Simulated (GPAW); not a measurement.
Runs of GPAW 26.7.0 on CuAu3. The structure is cubic, space group Pm-3m (No. 221). Conventional cell: a = 3.980 Å, b = 3.980 Å, c = 3.980 Å, α = 90.00°, β = 90.00°, γ = 90.00°. Au (site symmetry 4/mmm) is surrounded by 8 Au at 2.81 Å and 4 Cu at 2.81 Å. Cu (site symmetry m-3m) has 12 Au at 2.81 Å as nearest neighbours. 

```tsv
task	level	potentials or basis	cell	band path	band points	optimizer	fmax	max steps	gap on the mesh (eV)	pressure (GPa)	V0 of scaled cells (Å³/atom)	relaxed volume (Å³/atom)	B0 (GPa)
band structure	PBEsol	PAW data sets generated in the run's folder for this functional, pw	as given	GXMGRX,MR	60	-	-	-	-	1.8	-	-	-
relaxation of cell and atoms	PBEsol	PAW data sets generated in the run's folder for this functional, pw	relaxed	-	-	BFGS	0.02 eV/Å	60	none	0.0	-	15.92	-
relaxation of cell and atoms	PBEsol+D3(BJ)	PAW data sets generated in the run's folder for this functional, pw	relaxed	-	-	BFGS	0.02 eV/Å	60	none	0.2	-	15.38	-
equation of state	PBEsol	PAW data sets generated in the run's folder for this functional, pw	as given	-	-	-	-	-	-	-	15.93	-	172
relaxation of cell and atoms	PBEsol+D3	PAW data sets generated in the run's folder for this functional, pw	relaxed	-	-	BFGS	0.02 eV/Å	60	none	0.1	-	15.51	-
relaxation of cell and atoms	PBEsol+D3(BJ)+ATM	PAW data sets generated in the run's folder for this functional, pw	relaxed	-	-	BFGS	0.02 eV/Å	60	none	0.1	-	(a)	-
band structure	LDA	the program's PAW data sets (release 1.2.1) made for this functional, pw	as given	GXMGRX,MR	60	-	-	-	-	(c)	-	-	-
relaxation of cell and atoms	PBEsol+D4	PAW data sets generated in the run's folder for this functional, pw	relaxed	-	-	BFGS	0.02 eV/Å	60	none	0.0	-	(b)	-
equation of state	LDA	the program's PAW data sets (release 1.2.1) made for this functional, pw	as given	-	-	-	-	-	-	-	15.52	-	191
```

Alike in all rows: no spin polarisation; k mesh 7 × 7 × 7; cutoff (eV) 600; smearing fermi-dirac 0.05 eV.

Question: Fill in the values left out.

Answer: (a) 15.53; (b) 15.63; (c) -2.9.

Caveats: later steps reuse the first step's grids (some runs); pairwise dispersion overbinds metals, which lowers pressure and volume (some runs).

A k mesh can miss the band edges, and the runs leave out spin-orbit coupling on Au.

A gap of «none» marks a metal or a gap under the smearing width.

Not every run made on this cell is shown here.
